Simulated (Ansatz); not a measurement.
**Al vacancy in Al (Aluminum)**

What does an Al vacancy cost in Al (Aluminum), and how do its neighbours move? It is set in a cell of 27 host atoms.

Method: DFT PBE, scalar-relativistic, plane waves, PAW, in Ansatz 0.2.0.

1 further run of the same task is left out (set aside as unsound or not needed).

**1. Starting point**

Symmetry: Fm-3m, No. 225, cubic system. The conventional cell has a = 4.041 Å, b = 4.041 Å, c = 4.041 Å, α = 90.00°, β = 90.00°, γ = 90.00°. Al (site symmetry m-3m) is surrounded by 12 Al at 2.86 Å.

As a file:

```
Al
1.0
     0.00000    2.02073    2.02073
     2.02073    0.00000    2.02073
     2.02073    2.02073    0.00000
Al
1
Direct
  0.00000 0.00000 0.00000
```

It is the result of an earlier relaxation at this level (volume 16.50 Å³/atom; gap on the mesh: none (metal)).

The perfect supercell (rows 0 -3 3; 0 0 3; -3 0 3 in vectors of this cell) comes from an earlier run at this level (27 atoms, E(σ→0) -14512.7743 eV, gap none (metal)).

**2. Setting up the defect**

The atom at (0.667, 0.000, 0.667) of the supercell is taken out. The other atoms start on their ideal sites. Its neighbours are 12 Al at 2.86 Å.

**3. Relaxation at the host's cell**

Contents of input.yaml:

```yaml
crystal:
  lattice:
    - [0.0, 6.062185216, -6.062185216]
    - [6.062185216, 6.062185216, 0.0]
    - [6.062185216, 0.0, -6.062185216]
  atoms:
    - { symbol: Al, position: [0.6666666667, 0.3333333333, 0.6666666667] }
    - { symbol: Al, position: [0.6666666667, 0.6666666667, 0.6666666667] }
    - { symbol: Al, position: [0.3333333333, 1.0, 0.6666666667] }
    - { symbol: Al, position: [0.3333333333, 0.3333333333, 0.6666666667] }
    - { symbol: Al, position: [0.3333333333, 0.6666666667, 0.6666666667] }
    - { symbol: Al, position: [0.0, 0.0, 0.6666666667] }
    - { symbol: Al, position: [0.0, 0.3333333333, 0.6666666667] }
    - { symbol: Al, position: [0.0, 0.6666666667, 0.6666666667] }
    - { symbol: Al, position: [0.6666666667, 1.0, 0.3333333333] }
    - { symbol: Al, position: [0.6666666667, 0.3333333333, 0.3333333333] }
    - { symbol: Al, position: [0.6666666667, 0.6666666667, 0.3333333333] }
    - { symbol: Al, position: [0.3333333333, 0.0, 0.3333333333] }
    - { symbol: Al, position: [0.3333333333, 0.3333333333, 0.3333333333] }
    - { symbol: Al, position: [0.3333333333, 0.6666666667, 0.3333333333] }
    - { symbol: Al, position: [0.0, 0.0, 0.3333333333] }
    - { symbol: Al, position: [0.0, 0.3333333333, 0.3333333333] }
    - { symbol: Al, position: [0.0, 0.6666666667, 0.3333333333] }
    - { symbol: Al, position: [0.6666666667, 0.0, 0.0] }
    - { symbol: Al, position: [0.6666666667, 0.3333333333, 0.0] }
    - { symbol: Al, position: [0.6666666667, 0.6666666667, 0.0] }
    - { symbol: Al, position: [0.3333333333, 0.0, 0.0] }
    - { symbol: Al, position: [0.3333333333, 0.3333333333, 0.0] }
    - { symbol: Al, position: [0.3333333333, 0.6666666667, 0.0] }
    - { symbol: Al, position: [0.0, 0.0, 0.0] }
    - { symbol: Al, position: [0.0, 0.3333333333, 0.0] }
    - { symbol: Al, position: [0.0, 0.6666666667, 0.0] }
basis:
  ecutwfc: 420
  xc_grid: 2
kpoints:
  mp_grid: { grid: [4, 4, 4], shift: [0.0, 0.0, 0.0] }
hamiltonian:
  xc: pbe
scf:
  occupations: { method: gaussian, width: 0.1 }
output:
  forces: true
  stress: false
  eigenvalues: true
  write_density: true
  write_potential: true
  elf: true
  volumetric_format: npy
relax:
  adjacent_minimum: "off"
  f_tol: 0.025
  max_steps: 60
```

Launch:

```
> ansatz run input.yaml --threads 4 --pin off --max-ram 10240MiB --backend cpu --events-out ev --progress --plain --runs-dir out
```

Before running it: what results should come out? Wanted: formation energy, neutral; nearest atoms after relaxation, one image of each, neutral.

**Answer**, as computed:

| quantity | value |
| --- | --- |
| formation energy, neutral | 0.92 eV |
| nearest atoms after relaxation, one image of each, neutral | 12 Al at 2.84 Å |

What this shows: The neutral defect costs 0.92 eV against the elements. Spin polarisation was off in the neutral run, so a moment could not show there. With 27 host sites the defect feels its images, so energies are good to tenths of an eV at best. A distortion of lower symmetry was not tried.
